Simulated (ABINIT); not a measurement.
# A GW chain in ABINIT: NaF (Villiaumite), part 3 of 3

How does a plane-wave GW calculation on NaF (Villiaumite) run from the first input to the gap?

ABINIT 10.8.3; PBE and many-body steps on it, plane waves. Known limits of the many-body steps: not at the basis limit.

So far. Step 4 (Empty states on the mesh, 6×6×6 mesh, 198 bands): On this mesh the gap is 6.390 eV. Step 5 (Screening, 6×6×6 mesh, 190 bands, screening to 261.2 eV): Local fields lower ε∞ by 5 %.

The database entry behind the starting cell differs from later determinations by our own check (0.1 to 0.3 % short, probably kX units), so it need not match the best structure at ambient conditions.

## (6) Self-energy, 6×6×6 mesh, 190 bands, screening to 261.2 eV

The self-energy is evaluated for the states that the input lists, and the levels follow from it, in one-shot runs by the linearised quasiparticle equation.

This step: G0W0 on PBE, plane waves, norm-conserving pseudopotentials.

run.abi

```
acell 3*1.0 Angstrom
rprim 
  -0.000000000000 2.310000000000 2.310000000000
  2.310000000000 0.000000000000 2.310000000000
  2.310000000000 2.310000000000 0.000000000000
ntypat 2
znucl 11 9
natom 2
typat 1 2
xred 
  0.000000000000 0.000000000000 0.000000000000
  0.500000000000 0.500000000000 0.500000000000
pp_dirpath "pseudos"
pseudos "Na.upf, F.upf"
ecut 38
ngkpt 6 6 6
nshiftk 1
shiftk 0 0 0
kptopt 1
chksymbreak 0
istwfk *1
occopt 1
irdwfk 1
optdriver 4
nband 190
gwcalctyp 0
ecutsigx 38
symsigma 1
nkptgw 1
kptgw 
  0.0000000000 0.0000000000 0.0000000000
bdgw 
  6 12
ecuteps 9.6
irdscr 1
ppmodel 1
indata_prefix "in"
outdata_prefix "out"
tmpdata_prefix "tmp"
```

Command:

```bash
$ OMP_NUM_THREADS=1 mpirun -n 8 abinit run.abi > log
```

Numbers of over 12 decimals in the logs are rounded to 6 here.

What it wrote:

```text
.Version 10.8.3 of ABINIT. v10.8.2 released Aug 2026.

 Symmetries : space group Fm -3 m (#225); Bravais cF (face-center cubic)
[... echo of the input left out ...]
== DATASET  1 ==================================================================
-   mpi_nproc: 8, omp_nthreads: 1 (-1 if OMP is not activated)

--- !DatasetInfo
iteration_state: {dtset: 1, }
dimensions: {natom: 2, nkpt: 16, mband: 190, nsppol: 1, nspinor: 1, nspden: 1, mpw: 1874, }
cutoff_energies: {ecut:  38.0, pawecutdg:  -1.0, }
electrons: {nelect:   1.60000000E+01, charge:   0.00000000E+00, occopt:   1.00000000E+00, tsmear:   1.00000000E-02, }

 SIGMA: Calculation of the GW corrections

 Based on a program developped by R.W. Godby, V. Olevano, G. Onida, and L. Reining.
 Incorporated in ABINIT by V. Olevano, G.-M. Rignanese, and M. Torrent.
.Using double precision arithmetic ; gwpc =  8

[... cell and pseudopotentials left out ...]
--------------------------------------------------------------------------------

 ==== K-mesh for the wavefunctions ====
 Number of points in the irreducible wedge :    16
[... list of points left out ...]
 Together with 48 symmetry operations and time-reversal symmetry
 yields   216 points in the full Brillouin Zone.

 ==== Q-mesh for screening function ====
 Number of points in the irreducible wedge :    16
[... list of points left out ...]
 Together with 48 symmetry operations and time-reversal symmetry
 yields   216 points in the full Brillouin Zone.

 vcoul_init : cutoff-mode = AUXILIARY_FUNCTION
 q-points for optical limit:   1
     1)      0.000010    0.000020    0.000030
 setmesh: FFT mesh size selected  =    36x   36x   36
          total number of points  =        46656

 Number of electrons calculated from density =   16.0000; Expected =   16.0000
 average of density, n =  0.096174
 r_s =    1.3540
 omega_plasma =   29.9147 [eV]

 === KS Band Gaps ===
  >>>> For spin  1
   Minimum direct gap =   6.3895 [eV], located at k-point      :   0.0000  0.0000  0.0000
   Fundamental gap    =   6.3895 [eV], Top of valence bands at :   0.0000  0.0000  0.0000
                                       Bottom of conduction at :   0.0000  0.0000  0.0000
 SIGMA fundamental parameters:
 PLASMON POLE MODEL  1
 number of plane-waves for SigmaX                 1837
 number of plane-waves for SigmaC and W            259
 number of plane-waves for wavefunctions          1837
 number of bands                                   190
 number of independent spin polarizations            1
 number of spinorial components                      1
 number of k-points in IBZ                          16
 number of q-points in IBZ                          16
 number of symmetry operations                      48
 number of k-points in BZ                          216
 number of q-points in BZ                          216
 number of frequencies for dSigma/dE                 9
 frequency step for dSigma/dE [eV]                0.25
 number of omega for Sigma on real axis              0
 max omega for Sigma on real axis  [eV]           0.00
 zcut for avoiding poles [eV]                     0.10

 EPSILON^-1 parameters (SCR file):
 dimension of the eps^-1 matrix on file            259
 dimension of the eps^-1 matrix used               259
 number of plane-waves for wavefunctions          1837
 number of bands                                   190
 number of q-points in IBZ                          16
 number of frequencies                               2
 number of real frequencies                          1
 number of imag frequencies                          1

 matrix elements of self-energy operator (all in [eV])

 Perturbative Calculation

--- !SelfEnergy_ee
iteration_state: {dtset: 1, }
kpoint     : [   0.000,    0.000,    0.000, ]
spin       : 1
KS_gap     :    6.390
QP_gap     :   10.631
Delta_QP_KS:    4.241
data: !SigmaeeData |
     Band     E0 <VxcDFT>   SigX SigC(E0)      Z dSigC/dE  Sig(E)    E-E0       E
        6  -1.330 -22.508 -30.235   4.218   0.823  -0.215 -25.395  -2.887  -4.217
        7  -1.330 -22.508 -30.235   4.218   0.823  -0.215 -25.395  -2.887  -4.217
        8  -1.330 -22.508 -30.235   4.218   0.823  -0.215 -25.395  -2.887  -4.217
        9   5.060  -9.465  -5.324  -2.644   0.904  -0.106  -8.111   1.354   6.414
       10  17.827  -7.169  -2.170  -3.229   0.903  -0.108  -5.571   1.598  19.424
       11  17.827  -7.169  -2.170  -3.229   0.903  -0.108  -5.571   1.598  19.424
       12  17.827  -7.169  -2.170  -3.229   0.903  -0.108  -5.571   1.598  19.424

== END DATASET(S) ==============================================================
================================================================================

 -outvars: echo values of variables after computation  --------
           etotal      0.0000000000E+00
            nband         190
             nkpt          16
          spgroup         225
 [... the other variables as echoed above ...]

 Calculation completed.
```

It took 9.2 s on 8 MPI ranks of Arm Neoverse V2, shared host; peak memory 2 GiB; 73 s of CPU time.

Numbers from this step:

| Item | Value |
| --- | --- |
| G0W0 gap on the points computed | 10.63 eV |
| starting gap on the mesh | 6.390 eV |
| k of the valence top | 0, 0, 0 |
| k of the conduction bottom | 0, 0, 0 |
| Z at the valence top | 0.823 |
| Z at the conduction bottom | 0.904 |
| least direct G0W0 gap on the computed points | 10.63 eV |

The gap on the mesh goes from 6.39 eV to 10.63 eV, a correction of +4.24 eV.

Limits: finite bands, cutoff and mesh. v1 is the top filled band, c1 the lowest empty one. Levels before and after the correction, in eV, zero at the valence-band top of each column:

```
           conduction bottom  valence top
Kohn-Sham               6.39         0.00
     G0W0              10.63         0.00
```

```
             level  energy (eV)
Kohn-Sham  Γ v3-v1        0.000
Kohn-Sham     Γ c1        6.390
Kohn-Sham  Γ c2-c4       19.156
     G0W0  Γ v3-v1        0.000
     G0W0     Γ c1       10.631
     G0W0  Γ c2-c4       23.641
```

## (7) Where the time went

Times are wall times on 8 MPI ranks of Arm Neoverse V2, shared host, good to a factor of about two.

```
                          step   time  share  memory (GiB)
                  ground state  4.3 s    4 %          0.54
bands along the symmetry lines  3.3 s    3 %          0.47
      empty states on the mesh   13 s   11 %           2.0
                     screening   80 s   73 %           1.9
                   self-energy  9.2 s    8 %             2
```

## (8) Outcome

- PBE gap: 6.39 eV, direct
- G0W0 gap on the mesh: 10.63 eV
- GW settings: 6×6×6 mesh, 190 bands, screening to 261.2 eV, Godby-Needs plasmon pole
- known limits: not at the basis limit

G0W0 moves the gap on the mesh from 6.39 eV to 10.63 eV (+4.24 eV), with Z of 0.82 and 0.90 at the edges. Local fields lower the RPA ε∞ on this mesh from 1.90 to 1.80. Only 1 of the mesh's irreducible points was corrected, so a valley elsewhere could overtake. The dearest step here is «screening». Bands and cutoff are finite, so the gap is not at the basis limit. The miss can reach some tenths of an eV and take either sign; the mesh is an error of its own. In the G0W0 run levels were corrected at 1 k point alone, so a gap called «on the mesh» is the least over those, and an edge elsewhere would be missed.

[Paths, hosts, dates, memory and timing lines, banners, echoed tables and standing remarks are left out of the program output.]

[Logs are printed without paths, hosts, clocks, repeated set-up lines and the standing remarks that a program may print on its own settings, such as how far it seeks lower states.]

[Runs of the session that timed out or met a known fault of the program may be left out.]

[Hosts, paths, dates, database ids (printed as entryN), source tags and the programs' standing remarks are cut or masked in the printed files.]

[G0W0 gaps are taken among the corrected bands and points alone; a level outside them can change the order at an edge.]

[Where Ansatz stands beside ABINIT at settings called matched, ABINIT's density can come from a denser mesh and the files from another edition; pairs whose starting gaps differed by over 0.03 eV were left out, so agreement reads better than it is.]
